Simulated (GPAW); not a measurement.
# free-standing triangular Ni monolayer, spacing 2.629 A: anisotropy with GPAW

Wanted: anisotropy for free-standing triangular Ni monolayer, spacing 2.629 A, with the cost of each step.

Method: PBE; plane waves with GPAW's PAW setups, scalar-relativistic, in GPAW 26.7.0.

### 1. The starting structure

The cell holds 1 atom: 1 Ni. Its edges and angles: a = 2.629 Å, b = 2.629 Å, c = 14.000 Å, α = 90.0°, β = 90.0°, γ = 120.0°. model lattice. Vacuum lies along c.

### 2. Self-consistent state

All later steps read the density of this run.

File order1.py:

```python
import json
import numpy as np
from ase import Atoms
from ase.parallel import paropen, parprint
from gpaw import GPAW

atoms = Atoms(['Ni'],
    cell=[[2.629, 0.0, 0.0],
         [-1.3145, 2.276781, 0.0],
         [0.0, 0.0, 14.0]],
    scaled_positions=[[0.0, 0.0, 0.5]],
    pbc=True,
    magmoms=[1.0])
atoms.calc = GPAW(mode={'name': 'pw', 'ecut': 550},
    xc='PBE',
    kpts={'size': (12, 12, 1), 'gamma': True},
    occupations={'name': 'fermi-dirac', 'width': 0.1},
    convergence={'density': 1e-05, 'energy': 1e-05},
    maxiter=200,
    symmetry={'tolerance': 1e-4},
    txt='order1.txt')
e = atoms.get_potential_energy(force_consistent=True)
res = {'free_energy': e, 'energy_sigma0': atoms.get_potential_energy(), 'fermi_energy': atoms.calc.get_fermi_level()}
res['moments'] = atoms.get_magnetic_moments().tolist()
res['total'] = atoms.get_magnetic_moment()
parprint('site moments (muB):', np.round(res['moments'], 3))
parprint(f"total moment: {res['total']:.3f} muB")
parprint(f'free energy: {e:.6f} eV')
atoms.calc.write('order1.gpw')
with paropen('results.json', 'w') as f:
    json.dump(res, f)
```

The run is started by

```
$ OMP_NUM_THREADS=1 python3 order1.py > order1.log
```

Numbers of over 12 decimals in the logs are rounded to 6 here.

What it wrote:

```text
site moments (muB): [0.928]
total moment: 0.851 muB
free energy: -5.779329 eV

--- order1.txt ---
Input parameters:
  mode=PW(ecut=550),
  convergence={'density': 1e-05, 'energy': 1e-05},
  kpts=MonkhorstPack(size=(12, 12, 1), gamma=True),
  maxiter=200,
  occupations=Occupations(name='fermi-dirac', width=0.1),
  symmetry=Symmetry(tolerance=0.0001),
  xc=XC(name='PBE')

Diagonalizing LCAO Hamiltonian
Converting LCAO to pw mode

       Ni

Atoms  # Å, Bohr magnetons
|   | symbol |        x |        y |        z |    initial magnetic moments |
|---|--------|----------|----------|----------|-----------------------------|
| 0 |     Ni | 0.000000 | 0.000000 | 7.000000 | ( 0.0000,  0.0000,  1.0000) |

Unit cell  # Å
| periodic |         x |        y |         z |   lengths |     angles |
|----------|-----------|----------|-----------|-----------|------------|
|      yes |  2.629000 | 0.000000 |  0.000000 |  2.629000 |  90.000000 |
|      yes | -1.314500 | 2.276781 |  0.000000 |  2.629000 |  90.000000 |
|      yes |  0.000000 | 0.000000 | 14.000000 | 14.000000 | 119.999998 |

Number of symmetries: 24

BZ-sampling:
  Number of BZ points: 144
  Number of IBZ points: 19

  Monkhorst-Pack size: [12, 12, 1]
  Monkhorst-Pack shift: [0.041667, 0.041667, 0.0]

Plane wave coefficients: 2481
Cutoff: 550.0 eV

Spin-components: 2 (collinear spins)
Bands:           12
Projectors:      6
Spin-degeneracy: 1
Datatype:        complex128

Parallelization:
  kpt:    1
  domain: 1
  band:   1

Density:
  Valence electrons: 16.0
  Components: 2
  Grid points: [15 15 80]
  Charge: 0.0  # |e|

Potential:
  Grid points: [15 15 80]

[... setups left out ...]
Reference energy: -41367.998447  # eV

eigensolver:
  PPCG
  Converge bands: occupied
  niter=2

density mixing:
  MSR1-Mixer
  Pratt-step length: 0.05
  Maximum mixing coefficient: 0.75
  Old densities: 10
  SVD Regularization: 0.005
  Good broyden scale: 1.0
  Trust region scale: 1.0
  Backstep threshold: 4.0
  History deletion threshold: 6.0
  Fourier metric: weight=20.0, sigma=0.015

occupation numbers:
  Fermi-Dirac:
    width: 0.1000  # eV

poisson solver:
  ecut: 4400.0  # eV

xc functional:
  name: PBE with 2 nearest neighbor stencil

convergence criteria:
- Maximum integral of absolute [dens]ity change: 1e-05 electrons / valence electron
- Maximum [total energy] change in last 3 cyles: 1e-05 eV / valence electron
- Maximum integral of absolute [eigenst]ate change: 4e-08 eV^2 / valence electron
maximum number of iterations: 200

SCF iterations
|iter     |      energy | eigst |  dens |  magmom |
|---------|-------------|-------|-------|---------|
|iter:   1|       0s |   -6.297687 | +0.25 |       |  +1.0009|
|iter:   2|       2s |   -6.009611 | -0.99 | -1.02 |  +0.9870|
|iter:   3|       3s |   -5.716931 | -1.32 | -1.18 |  +0.9671|
|iter:   4|       4s |   -5.713367 | -2.43 | -1.63 |  +0.9376|
|iter:   5|       5s |   -5.720101 | -2.41 | -1.75 |  +0.8822|
|iter:   6|       6s |   -5.723336 | -3.29 | -2.20 |  +0.8702|
|iter:   7|       7s |   -5.731093 | -3.18 | -2.32 |  +0.8456|
|iter:   8|       8s |   -5.732798 | -3.93 | -2.56 |  +0.8468|
|iter:   9|       9s |   -5.736033 | -3.73 | -2.78 |  +0.8504|
|iter:  10|      10s |   -5.736084 | -4.95 | -3.41 |  +0.8509|
|iter:  11|      11s |   -5.736052c| -5.64 | -3.93 |  +0.8512|
|iter:  12|      12s |   -5.736166c| -5.93 | -4.24 |  +0.8515|
|iter:  13|      13s |   -5.736170c| -6.73 | -4.65 |  +0.8513|
|iter:  14|      14s |   -5.736183c| -7.13 | -5.16c|  +0.8512|
|iter:  15|      14s |   -5.736182c| -7.73c| -5.61c|  +0.8512|

Converged in 15 steps
Energy contributions relative to reference atoms: (reference = -41367.998447)

Energy contributions:
  Kinetic:           2.445637
  Coulomb:          -1.656617
  Zero:              0.119798
  External:          0.000000
  Xc:               -6.601852
  Entropy:          -0.086295
  Spinorbit:         0.000000
  ----------------------------
  Free energy:      -5.779329
  Extrapolated:     -5.736182

dipole moment: (-2.658248, -4.604220, 0.000002)  # |e|*Ang

Total magnetic moment: (0.000000, 0.000000, 0.851229)

Local magnetic moments
|        x |        y |        z |
|----------|----------|----------|
| 0.000000 | 0.000000 | 0.927958 |  # Ni   0

Fermi level: -3.365
Eigenvalues  # (at kpt = [-0.000, -0.000, 0.000])
| band index |      eig [eV] | occ [0-1] |      eig [eV] | occ [0-1] |
|------------|---------------|-----------|---------------|-----------|
|          0 |       -67.047 |     1.000 |       -65.951 |     1.000 |
|          1 |       -67.047 |     1.000 |       -65.951 |     1.000 |
|          2 |       -66.766 |     1.000 |       -65.653 |     1.000 |
|          3 |        -8.360 |     1.000 |        -8.360 |     1.000 |
|          4 |        -5.155 |     1.000 |        -4.366 |     1.000 |
|          5 |        -5.155 |     1.000 |        -4.291 |     1.000 |
|          6 |        -4.857 |     1.000 |        -4.291 |     1.000 |
|          7 |        -4.306 |     1.000 |        -3.058 |     0.044 |
|          8 |        -4.306 |     1.000 |        -3.058 |     0.044 |
|          9 |        -2.119 |     0.000 |        -2.212 |     0.000 |
|         10 |         1.459 |     0.000 |         1.404 |     0.000 |
|         11 |         2.520 |     0.000 |         2.434 |     0.000 |

No gap
No difference between direct/indirect transitions
```

It took 18 s on 1 MPI rank of Intel Xeon Platinum 8375C at 2.90GHz (Ice Lake), shared host; peak memory 0.19 GiB.

This step gave:

| Quantity | Value |
| --- | --- |
| magnetization | 0.8512 μB |
| final state | ferromagnetic |
| largest moment | 0.9280 μB |

After 15 cycles the largest moment stands at 0.928 μB.

### 3. Non-self-consistent run

The steps that follow sum over empty states, which the ground-state run does not converge; 12 states a spin are converged here at the frozen density and written with their wave functions.

It starts from the saved density of the lowest of the states tried.

File nscf.py:

```python
from gpaw import GPAW

calc = GPAW('order1.gpw').fixed_density(
    kpts={'size': (12, 12, 1), 'gamma': True},
    nbands=16,
    convergence={'bands': 12, 'eigenstates': 1e-9},
    eigensolver='ppcg',
    parallel={'domain': 1},
    txt='nscf.txt')
calc.write('nscf.gpw', mode='all')
```

The run is started by

```
$ OMP_NUM_THREADS=1 python3 nscf.py > nscf.log
```

What it wrote:

```text
Input parameters:
  mode=PW(ecut=550),
  convergence={'bands': 12, 'eigenstates': 1e-09},
  eigensolver=PPCG(niter=2, min_niter=1, max_buffer_mem=209715200, blocksize=None, rr_modulo=5, include_cg=True, promote_inner_dtype=False, tolerances=None),
  gpts=array([15, 15, 80]),
  kpts=MonkhorstPack(size=(12, 12, 1), gamma=True),
  maxiter=200,
  nbands=16,
  occupations=Occupations(name='fermi-dirac', width=0.1),
  parallel={'domain': 1},
  symmetry=Symmetry(tolerance=0.0001),
  xc=XC(name='PBE')
```

Wall time 18 s (1 MPI rank); peak memory 0.21 GiB.

### 4. Magnetocrystalline anisotropy

Spin–orbit coupling is added in the basis of the saved states for each direction of the moments. The change in the band energy is the anisotropy energy, with no new self-consistent run.

File anisotropy.py:

```python
import json
import numpy as np
from ase.parallel import paropen, parprint
from gpaw import GPAW
from gpaw.spinorbit import soc_eigenstates

calc = GPAW('nscf.gpw')
angles = [[0.0, 0.0], [90.0, 0.0], [90.0, 90.0], [15.0, 0.0], [30.0, 0.0], [45.0, 0.0], [60.0, 0.0], [75.0, 0.0]]  # theta, phi in degrees
res = {'rows': []}
for scale in [1.0, 0.5, 2.0]:
    e0 = None
    for theta, phi in angles:
        soc = soc_eigenstates(calc, n2=12, scale=scale, theta=theta, phi=phi)
        e = soc.calculate_band_energy()
        e0 = e if e0 is None else e0
        orbital = soc.get_orbital_magnetic_moments()
        res['rows'].append([scale, theta, phi, 1000 * (e - e0), orbital.tolist()])
        parprint(f'scale {scale} theta {theta:6.1f} phi {phi:6.1f}  dE = {1000 * (e - e0):9.4f} meV  |L| =', np.round(np.linalg.norm(orbital, axis=1), 4))
with paropen('results.json', 'w') as f:
    json.dump(res, f)
```

The run is started by

```
$ OMP_NUM_THREADS=1 python3 anisotropy.py > anisotropy.log
```

What it wrote:

```text
scale 1.0 theta    0.0 phi    0.0  dE =    0.0000 meV  |L| = [0.1104]
scale 1.0 theta   90.0 phi    0.0  dE =   -1.9539 meV  |L| = [0.2158]
scale 1.0 theta   90.0 phi   90.0  dE =   -1.9538 meV  |L| = [0.2158]
scale 1.0 theta   15.0 phi    0.0  dE =   -0.1310 meV  |L| = [0.1205]
scale 1.0 theta   30.0 phi    0.0  dE =   -0.4889 meV  |L| = [0.1445]
scale 1.0 theta   45.0 phi    0.0  dE =   -0.9775 meV  |L| = [0.1718]
scale 1.0 theta   60.0 phi    0.0  dE =   -1.4658 meV  |L| = [0.1951]
scale 1.0 theta   75.0 phi    0.0  dE =   -1.8231 meV  |L| = [0.2105]
scale 0.5 theta    0.0 phi    0.0  dE =    0.0000 meV  |L| = [0.0562]
scale 0.5 theta   90.0 phi    0.0  dE =   -0.5043 meV  |L| = [0.1102]
scale 0.5 theta   90.0 phi   90.0  dE =   -0.5043 meV  |L| = [0.1102]
scale 0.5 theta   15.0 phi    0.0  dE =   -0.0338 meV  |L| = [0.0614]
scale 0.5 theta   30.0 phi    0.0  dE =   -0.1261 meV  |L| = [0.0736]
scale 0.5 theta   45.0 phi    0.0  dE =   -0.2522 meV  |L| = [0.0875]
scale 0.5 theta   60.0 phi    0.0  dE =   -0.3783 meV  |L| = [0.0995]
scale 0.5 theta   75.0 phi    0.0  dE =   -0.4705 meV  |L| = [0.1075]
scale 2.0 theta    0.0 phi    0.0  dE =    0.0000 meV  |L| = [0.2107]
scale 2.0 theta   90.0 phi    0.0  dE =   -7.0366 meV  |L| = [0.4045]
scale 2.0 theta   90.0 phi   90.0  dE =   -7.0331 meV  |L| = [0.4044]
scale 2.0 theta   15.0 phi    0.0  dE =   -0.4723 meV  |L| = [0.2296]
scale 2.0 theta   30.0 phi    0.0  dE =   -1.7615 meV  |L| = [0.2743]
scale 2.0 theta   45.0 phi    0.0  dE =   -3.5208 meV  |L| = [0.3246]
scale 2.0 theta   60.0 phi    0.0  dE =   -5.2789 meV  |L| = [0.3672]
scale 2.0 theta   75.0 phi    0.0  dE =   -6.5657 meV  |L| = [0.3949]
```

The job ended after 6.5 s (1 MPI rank; peak memory 0.15 GiB).

Directions, in the order of the table: the normal; the first cell vector; the in-plane normal to it; 0.17 of the way from the normal to the first cell vector; 0.33 of the way from the normal to the first cell vector; 0.50 of the way from the normal to the first cell vector; 0.67 of the way from the normal to the first cell vector; 0.83 of the way from the normal to the first cell vector.

Theta from the Cartesian z axis, phi from x; spin up lies along the direction. Anisotropy, by row:

```csv
spin-orbit scale,theta (degrees),phi (degrees),band energy less the first direction's (meV a cell),orbital moment of atom 1 along the direction (μB),sum of orbital moments along the direction (μB a cell)
1,0,0,0,0.1104,0.1104
1,90,0,-1.954,0.2158,0.2158
1,90,90,-1.954,0.2158,0.2158
1,15,0,-0.131,0.1175,0.1175
1,30,0,-0.4889,0.1369,0.1369
1,45,0,-0.9775,0.1633,0.1633
1,60,0,-1.466,0.1896,0.1896
1,75,0,-1.823,0.2088,0.2088
0.5,0,0,0,0.05621,0.05621
0.5,90,0,-0.5043,0.1102,0.1102
0.5,90,90,-0.5043,0.1102,0.1102
0.5,15,0,-0.03379,0.05984,0.05984
0.5,30,0,-0.1261,0.06974,0.06974
0.5,45,0,-0.2522,0.08325,0.08325
0.5,60,0,-0.3783,0.09675,0.09675
0.5,75,0,-0.4706,0.1066,0.1066
2,0,0,0,0.2107,0.2107
2,90,0,-7.037,0.4045,0.4045
2,90,90,-7.033,0.4044,0.4044
2,15,0,-0.4723,0.2239,0.2239
2,30,0,-1.761,0.26,0.26
2,45,0,-3.521,0.3087,0.3087
2,60,0,-5.279,0.3568,0.3568
2,75,0,-6.566,0.3918,0.3918
```

### 5. Outcome

```
state                              : ferromagnetic
largest site moment                : 0.928 μB
spread of the directions' energies : 1.95 meV a cell
easiest direction tried            : the plane normal to the layer's normal
```

About the ferromagnetic state the directions differ by 1.95 meV a cell, with the plane normal to the layer's normal easiest. The anisotropy comes from the force theorem at a frozen potential; it needs a check on a finer mesh, and shape anisotropy is not in it. Doubling the coupling multiplies the difference between the first two directions by 3.6; second-order perturbation theory gives 4.

[Logs and program files are shortened in this print: banners, set-up blocks, solver, clock and traceback lines can be left out without a mark of their own.]

[Logs are printed without paths, hosts, clocks, repeated set-up lines and the standing remarks that a program may print on its own settings, such as how far it seeks lower states.]

[Hosts, paths, dates, database ids (printed as entryN), source tags and the programs' standing remarks are cut or masked in the printed files.]

[Where a cell is said to come from a database of computed structures, the database is the Materials Project.]
